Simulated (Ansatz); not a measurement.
The system is TiNi.

```xyz
2
Lattice="2.9881 0.0000 0.0000 0.0000 2.9881 0.0000 0.0000 0.0000 2.9881" Properties=species:S:1:pos:R:3 pbc="T T T"
Ni    0.0000    0.0000    0.0000
Ti    1.4940    1.4940    1.4940
```

The cell comes from a database or a generator and needn't be the stable form of this composition.

```yaml
Program: Ansatz 0.2.0
Task: relaxation of cell and atoms
Functional: PBE
Potentials_or_basis: all-electron LAPW, scalar-relativistic
Basis_error_allowed: 0.001 eV/atom
k_mesh: 9 × 9 × 9
Occupations: fermi-dirac, width 0.05 eV
Spin: collinear spin, ferromagnetic start
Starting_moments: "[1.0, 1.0] μB"
```

At the start: volume 13.34 Å³/atom.

Where does the relaxation end?

Over 4 steps the energy falls by 3.5 meV/atom and the volume is 13.64 Å³/atom (+2.3 %); space group Pm-3m (No. 221, to 0.05 Å); moment 0.00 μB per cell.

The path:
```tsv
step	energy change (eV)	largest force (eV/Å)	volume (Å³)
1	0.0000	0.0000	26.68
2	-0.0069	0.0000	27.26
3	-0.0069	0.0000	27.28
4	-0.0069	0.0000	27.28
```

Final structure:
```
CELL_PARAMETERS angstrom
3.01042 0.00000 0.00000
0.00000 3.01042 0.00000
0.00000 0.00000 3.01042
ATOMIC_POSITIONS crystal
Ni 0.00000 0.00000 0.00000
Ti 0.50000 0.50000 0.50000
```

Caveat: the starting moments weren't kept.
